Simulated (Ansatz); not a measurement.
# Sb (P2_1/m) in Ansatz: convergence with wavefunction cutoff

Aim: find how far wavefunction cutoff must go before the results for Sb settle, at LDA. This setting moves, with any that are tied to it; all else stays.

Program: Ansatz 0.2.0. These are calculated values, not measurements. Logs are shortened: lines on timing, memory, paths and dates and some standing lists are left out, and cuts for length are marked.

**1. Starting point**

It takes space group P2_1/m (No. 11, monoclinic). Conventional cell: a = 4.528 Å, b = 4.421 Å, c = 6.500 Å, α = 90.00°, β = 101.72°, γ = 90.00°. Sb (site symmetry m) is surrounded by 3 Sb at 2.92 to 2.98 Å. Sb (site symmetry m) has 3 Sb at 2.92 to 2.98 Å as nearest neighbours.

This isn't the form of Sb at room conditions, which is rhombohedral.

**2. With wavefunction cutoff 200 eV**

Input file input.yaml:

```yaml
crystal:
  lattice:
    - [4.5277, 0.0, 0.0]
    - [0.0, 4.4211, 0.0]
    - [-1.320519, 0.0, 6.364348]
  atoms:
    - { symbol: Sb, position: [0.33993, 0.25, 0.68367] }
    - { symbol: Sb, position: [0.936638, 0.75, 0.762758] }
    - { symbol: Sb, position: [0.063362, 0.25, 0.237242] }
    - { symbol: Sb, position: [0.66007, 0.75, 0.31633] }
hamiltonian:
  xc: lda
  pseudopotentials: { kind: paw_fr }
magnetization:
  noncollinear: true
  spin_orbit: true
kpoints:
  mp_grid: { grid: [5, 5, 4] }
scf:
  occupations: { method: gaussian, width: 0.1 }
output:
  forces: true
  stress: true
  eigenvalues: true
basis:
  ecutwfc: "200 eV"
```

Potentials or basis: Ansatz PAW.

The run is started by

```
$ ansatz run input.yaml --threads 2 --pin off --max-ram 5632MiB --backend cpu --events-out ev --progress --plain --runs-dir out
```

It took 14 s on 2 threads of Arm Neoverse V1, shared host; peak memory 0.53 GiB.

What came out:

```
Free energy            : -25311.7836 eV
Pressure               : -5.8 GPa
Largest force          : 0.836 eV/Å
Band gap on the k mesh : none (metal or under the smearing width)
```

**3. With wavefunction cutoff 250 eV**

input.yaml, as its differences from that of step 2:

```diff
@@ -25,2 +25,2 @@
 basis:
-  ecutwfc: "200 eV"
+  ecutwfc: "250 eV"
```

Potentials or basis: Ansatz PAW.

The run is started by

```
$ ansatz run input.yaml --threads 2 --pin off --max-ram 5632MiB --backend cpu --events-out ev --progress --plain --runs-dir out
```

Run time: 17 s. Hardware: 2 threads of Arm Neoverse V1, shared host; peak memory 0.59 GiB.

Results:

- Free energy: -25347.6720 eV
- Pressure: -3.3 GPa
- Largest force: 0.116 eV/Å
- Band gap on the k mesh: none (metal or under the smearing width)

**4. With wavefunction cutoff 300 eV**

input.yaml, as its differences from that of step 3:

```diff
@@ -25,2 +25,2 @@
 basis:
-  ecutwfc: "250 eV"
+  ecutwfc: "300 eV"
```

The run is started by

```
$ ansatz run input.yaml --threads 2 --pin off --max-ram 5632MiB --backend cpu --events-out ev --progress --plain --runs-dir out
```

Wall time 23 s (2 threads of Arm Neoverse V1, shared host); peak memory 0.65 GiB.

What came out:

* Free energy: -25351.6652 eV
* Pressure: -3.4 GPa
* Largest force: 0.159 eV/Å
* Band gap on the k mesh: none (metal or under the smearing width)

**5. With wavefunction cutoff 350 eV**

input.yaml, as its differences from that of step 4:

```diff
@@ -25,2 +25,2 @@
 basis:
-  ecutwfc: "300 eV"
+  ecutwfc: "350 eV"
```

The run is started by

```
$ ansatz run input.yaml --threads 2 --pin off --max-ram 5632MiB --backend cpu --events-out ev --progress --plain --runs-dir out
```

Run time: 28 s. Hardware: 2 threads of Arm Neoverse V1, shared host; peak memory 0.72 GiB.

Results:

```
Free energy            : -25351.9863 eV
Pressure               : -3.5 GPa
Largest force          : 0.169 eV/Å
Band gap on the k mesh : none (metal or under the smearing width)
```

**6. With wavefunction cutoff 400 eV**

input.yaml, as its differences from that of step 5:

```diff
@@ -25,2 +25,2 @@
 basis:
-  ecutwfc: "350 eV"
+  ecutwfc: "400 eV"
```

Potentials or basis: Ansatz PAW.

The run is started by

```
$ ansatz run input.yaml --threads 2 --pin off --max-ram 5632MiB --backend cpu --events-out ev --progress --plain --runs-dir out
```

Run time: 31 s. Hardware: 2 threads of Arm Neoverse V1, shared host; peak memory 0.82 GiB.

The run converged. Its results:

| Item | Value |
| --- | --- |
| Free energy | -25351.9983 eV |
| Pressure | -3.5 GPa |
| Largest force | 0.170 eV/Å |
| Band gap on the k mesh | none (metal or under the smearing width) |

**7. With wavefunction cutoff 450 eV**

input.yaml, as its differences from that of step 6:

```diff
@@ -25,2 +25,2 @@
 basis:
-  ecutwfc: "400 eV"
+  ecutwfc: "450 eV"
```

The run is started by

```
$ ansatz run input.yaml --threads 2 --pin off --max-ram 5632MiB --backend cpu --events-out ev --progress --plain --runs-dir out
```

Run time: 38 s. Hardware: 2 threads of Arm Neoverse V1, shared host; peak memory 0.89 GiB.

The run converged. Its results:

| Property | Result |
| --- | --- |
| Free energy | -25352.0027 eV |
| Pressure | -3.5 GPa |
| Largest force | 0.170 eV/Å |
| Band gap on the k mesh | none (metal or under the smearing width) |

**8. With wavefunction cutoff 500 eV**

input.yaml, as its differences from that of step 7:

```diff
@@ -25,2 +25,2 @@
 basis:
-  ecutwfc: "450 eV"
+  ecutwfc: "500 eV"
```

The run is started by

```
$ ansatz run input.yaml --threads 2 --pin off --max-ram 5632MiB --backend cpu --events-out ev --progress --plain --runs-dir out
```

Run time: 42 s. Hardware: 2 threads of Arm Neoverse V1, shared host; peak memory 0.98 GiB.

It converged, with:

* Free energy: -25352.0048 eV
* Pressure: -3.5 GPa
* Largest force: 0.170 eV/Å
* Band gap on the k mesh: none (metal or under the smearing width)

**9. With wavefunction cutoff 600 eV**

input.yaml, as its differences from that of step 8:

```diff
@@ -25,2 +25,2 @@
 basis:
-  ecutwfc: "500 eV"
+  ecutwfc: "600 eV"
```

Potentials or basis: Ansatz PAW.

The run is started by

```
$ ansatz run input.yaml --threads 2 --pin off --max-ram 5632MiB --backend cpu --events-out ev --progress --plain --runs-dir out
```

Run time: 53 s. Hardware: 2 threads of Arm Neoverse V1, shared host; peak memory 1.2 GiB.

Results (log left out):

* Free energy: -25352.0057 eV
* Pressure: -3.5 GPa
* Largest force: 0.170 eV/Å
* Band gap on the k mesh: none (metal or under the smearing width)

**10. With wavefunction cutoff 800 eV**

input.yaml, as its differences from that of step 9:

```diff
@@ -25,2 +25,2 @@
 basis:
-  ecutwfc: "600 eV"
+  ecutwfc: "800 eV"
```

Potentials or basis: Ansatz PAW.

The run is started by

```
$ ansatz run input.yaml --threads 2 --pin off --max-ram 5632MiB --backend cpu --events-out ev --progress --plain --runs-dir out
```

Log:

```text
Warning: RAYON_NUM_THREADS=2 ignored (pool sized by the plan → 2); use --threads N
Engine: ansatz 0.2.0, aarch64-unknown-linux-gnu
Pseudopotentials: kind: paw_fr
Pseudopotential: Sb, paw_fr, valence charge 15, recommended cutoff 420 eV (normal), Sb.paw.azcp#standard-fr
Functional definition: SPW92
  exchange = slater_x
  correlation = pw_c
non-collinear run that drives no moment, with spin-orbit: no starting moment large enough to seed its density (crystal.atoms[].spin), no starting occupations that ask for one, no magnetisation constraint and no magnetic field, so the semilocal B_xc is pinned to zero
Crystal: 4 atoms, lattice volume = 127.398 Å³
Basis set: ecut = 800 eV, 6561 PW (Γ)
Bands: 72, of which v1, the nominal top of the filled ones, is band 60 counted from 1 (59 counted from 0)
Symmetry: 4 space group operations + 4 with time reversal
Magnetic group: BNS 11.51 (UNI 58), of the structure as read, at distance tolerance 5.0e-5 Å
k-points: 33 of 100
Projection manifold: j_resolved (fully-relativistic pseudo-atomic orbitals)
Non-local potential: Sb, projectors of the file, l = 0: 2, l = 1: 4, l = 2: 4, l = 3: 4
PAW form: soft (Blöchl's): semilocal exchange-correlation on the pseudo side does not see the compensation charge
PAW frozen core: Sb, regenerated for the run's functional, and the local potential with it (the file was generated under x = pbe(κ = 0.804, μ = 0.2195149727645171), c = pbe(β = 0.06672455060314922))
PAW one-centre angular grid: Sb, 590 points (default); XC on 64 Gauss nodes
Initial density: superposition of atomic densities (chi_scale 0.1, normalization cell)
Initial wavefunctions: pseudopotential atomic-orbital guess
Functional: x = slater, c = lda
SCF iter   1: F=—  HF=-25352.079108 eV  |F-HF|=—  |Δ(HF+E_count)|=         —  Δρ=1.48e-2  dr2=2.55e-1  dr2_m=0.00e0 (ungated)  ethr=3.10e-3  |M|=0.00e0 ∫|m|=0.00e0 μB  |m|>n=0.0e0 m-floor=0.0e0 τ_xc=0.0e0  β_m=0.30  ⟨swp⟩=9.8  Hψ=6668  notcnv=0
preconditioner: auto → Kerker (q_TF=auto, 2.407 Å⁻¹)  [metal: Δε(μ)=0.075 eV  Ē_g=7.557 eV  σ=0.100 eV  W_gap=0.41  n_scr=30 (ndim 8)  ℏωp=14.7 eV  f_vac=0.000  D(μ)=0.73/eV (n_scr^D=2)]
spin=Noncollinear: Kerker preconditioning applied to the charge; magnetization (m_x, m_y, m_z) channels mix plain (no charge-response kernel on spin).
[... 17 lines left out ...]
Free energy (F): -25352.006661 eV
Harris-Foulkes:  -25352.006661 eV  (|F-HF|=7.32e-9)
Internal energy: -25352.003157 eV  (E = F + TS)
E sigma→0 (E₀):  -25352.004909 eV
Entropy (-TS):   -0.003505 eV (-0.876 meV/atom)
Fermi energy:    8.730693 eV
--- Per-component energies (eV) ---
  E_band       = -731.966761
  E_kinetic    = 830.936228
  E_local      = -6655.957531  (includes V_loc(G=0)·N_el)
  E_nonlocal   = 1465.963468
  E_hartree    = 2997.191517
  E_xc         = -550.922795
  E_vxc        = -388.120508  (∫ρ·V_xc dr)
  E_paw        = -17715.174068  (= ΣΔE_a)
  E_vpaw       = -1979.173818  (= ΣTr[D̂ρ^β])
  E_aug_tail   = -0.000001  (compensation charges beyond the density's cutoff)
  E_ewald      = -5726.302752
  E_core_change = 2.262778  (= ΣΔE_core)
  E_smearing   = -0.003505  (= −TS)
  E_closure    = 0.000000  (closes the sum)
  Σ components = -25352.006661   (vs F -25352.006661, Δ=0.00e0)
--- Forces (eV/Å), atoms counted from 1 ---
  atom   1  Sb    -0.07791362     0.00000000    -0.07507201
  atom   2  Sb     0.03092511     0.00000000    -0.16738205
  atom   3  Sb    -0.03092511     0.00000000     0.16738205
  atom   4  Sb     0.07791362    -0.00000000     0.07507201
  max |Σ_I F_I| component: 0.00e0 eV/Å
--- Stress (GPa, compression-positive) ---
       -3.501071      -0.000000       0.193772
       -0.000000      -3.669346      -0.000000
        0.193772      -0.000000      -3.221131
  P = ⅓ Tr σ = -3.4638 GPa (-34.638 kbar)
--- Band table (eV; the first three rows and the last of 33) ---
  k-point 0: bands = ["-20.9357", "-20.9357", "-20.9334", "-20.9334", "-20.9072", "-20.9072", "-20.8992", "-20.8992", "-20.8388", "-20.8388", "-20.8356", "-20.8356", "-20.8162", "-20.8162", "-20.8114", "-20.8114", "-19.7016", "-19.7016", "-19.6984", "-19.6984", "-19.6812", "-19.6812", "-19.6659", "-19.6659", "-19.6628", "-19.6628", "-19.6476", "-19.6476", "-19.5839", "-19.5839", "-19.5689", "-19.5689", "-19.5652", "-19.5652", "-19.5535", "-19.5535", "-19.5349", "-19.5349", "-19.5339", "-19.5339", "-3.4742", "-3.4742", "-1.0761", "-1.0761", "1.3732", "1.3732", "2.3100", "2.3100", "4.5116", "4.5116", "5.2880", "5.2880", "6.0787", "6.0787", "6.5272", "6.5272", "7.4354", "7.4354", "8.6819", "8.6819", "10.7362", "10.7362", "11.3693", "11.3693", "11.5413", "11.5413", "11.7155", "11.7155", "11.9792", "11.9792", "12.3282", "12.3282"]
  k-point 1: bands = ["-20.9353", "-20.9353", "-20.9337", "-20.9337", "-20.9062", "-20.9062", "-20.9002", "-20.9002", "-20.8389", "-20.8389", "-20.8358", "-20.8358", "-20.8162", "-20.8162", "-20.8115", "-20.8115", "-19.7015", "-19.7015", "-19.6984", "-19.6984", "-19.6795", "-19.6795", "-19.6682", "-19.6682", "-19.6615", "-19.6615", "-19.6484", "-19.6484", "-19.5843", "-19.5843", "-19.5687", "-19.5687", "-19.5654", "-19.5654", "-19.5530", "-19.5530", "-19.5349", "-19.5349", "-19.5340", "-19.5340", "-3.3340", "-3.3340", "-1.4919", "-1.4919", "1.3379", "1.3379", "2.7461", "2.7461", "4.9873", "4.9873", "5.3861", "5.3861", "5.8502", "5.8502", "6.7004", "6.7004", "7.2155", "7.2155", "8.4914", "8.4914", "9.9566", "9.9566", "10.6333", "10.6333", "11.2012", "11.2012", "11.7861", "11.7861", "12.3856", "12.3856", "12.7481", "12.7481"]
  k-point 2: bands = ["-20.9344", "-20.9344", "-20.9344", "-20.9344", "-20.9044", "-20.9044", "-20.9019", "-20.9019", "-20.8389", "-20.8389", "-20.8360", "-20.8360", "-20.8161", "-20.8161", "-20.8115", "-20.8115", "-19.7013", "-19.7013", "-19.6984", "-19.6984", "-19.6772", "-19.6772", "-19.6704", "-19.6704", "-19.6609", "-19.6609", "-19.6492", "-19.6492", "-19.5847", "-19.5847", "-19.5684", "-19.5684", "-19.5656", "-19.5656", "-19.5524", "-19.5524", "-19.5349", "-19.5349", "-19.5341", "-19.5341", "-3.1355", "-3.1355", "-1.9132", "-1.9132", "1.3278", "1.3278", "3.0359", "3.0359", "5.3706", "5.3706", "5.8542", "5.8542", "6.3237", "6.3237", "6.4611", "6.4611", "7.1096", "7.1096", "7.2899", "7.2899", "9.3843", "9.3843", "10.6258", "10.6258", "10.9161", "10.9161", "11.7291", "11.7291", "12.6968", "12.6968", "12.8775", "12.8775"]
  k-point 32: bands = ["-20.9332", "-20.9332", "-20.9320", "-20.9320", "-20.9029", "-20.9029", "-20.9007", "-20.9007", "-20.8370", "-20.8370", "-20.8357", "-20.8357", "-20.8131", "-20.8131", "-20.8113", "-20.8113", "-19.6966", "-19.6966", "-19.6926", "-19.6926", "-19.6745", "-19.6745", "-19.6719", "-19.6719", "-19.6500", "-19.6500", "-19.6463", "-19.6463", "-19.5837", "-19.5837", "-19.5776", "-19.5776", "-19.5650", "-19.5650", "-19.5615", "-19.5615", "-19.5441", "-19.5441", "-19.5391", "-19.5391", "-1.5908", "-1.5908", "-0.8258", "-0.8258", "0.2364", "0.2364", "1.0183", "1.0183", "3.7482", "3.7482", "4.4102", "4.4102", "5.0692", "5.0692", "5.7001", "5.7001", "6.2580", "6.2580", "7.1112", "7.1112", "10.5563", "10.5563", "11.4959", "11.4959", "12.2417", "12.2417", "12.3267", "12.3267", "13.1016", "13.1016", "13.6455", "13.6455"]
```

Run time: 83 s. Hardware: 2 threads of Arm Neoverse V1, shared host; peak memory 1.6 GiB.

What came out:

* Free energy: -25352.0067 eV
* Pressure: -3.5 GPa
* Largest force: 0.170 eV/Å
* Band gap on the k mesh: none (metal or under the smearing width)

**11. Result**

| wavefunction cutoff | energy less the tightest run, at zero smearing (meV/atom) | pressure (GPa) | largest force (eV/Å) | SCF cycles | CPU time (s) | peak memory (GiB) |
| --- | --- | --- | --- | --- | --- | --- |
| 200 eV | 10055.68 | -5.82 | 0.836 | 9 | 27 | 0.53 |
| 250 eV | 1083.64 | -3.34 | 0.116 | 9 | 34 | 0.59 |
| 300 eV | 85.36 | -3.43 | 0.159 | 9 | 46 | 0.65 |
| 350 eV | 5.09 | -3.46 | 0.169 | 9 | 55 | 0.72 |
| 400 eV | 2.10 | -3.46 | 0.170 | 9 | 61 | 0.82 |
| 450 eV | 0.98 | -3.46 | 0.170 | 9 | 75 | 0.89 |
| 500 eV | 0.47 | -3.46 | 0.170 | 9 | 83 | 0.98 |
| 600 eV | 0.24 | -3.46 | 0.170 | 9 | 110 | 1.2 |
| 800 eV | 0.00 | -3.46 | 0.170 | 9 | 170 | 1.6 |

Against the tightest run, the energy stays within 1 meV/atom from 450 eV on; the pressure stays within 0.1 GPa from 300 eV on; the largest force stays within 0.005 eV/Å from 350 eV on. The tightest run that finished is the yardstick and may itself not be fully converged.

Caveats: the PAW data sets come from PBE, with cores solved anew for the run's functional, which leaves a small shift of forces and pressure.
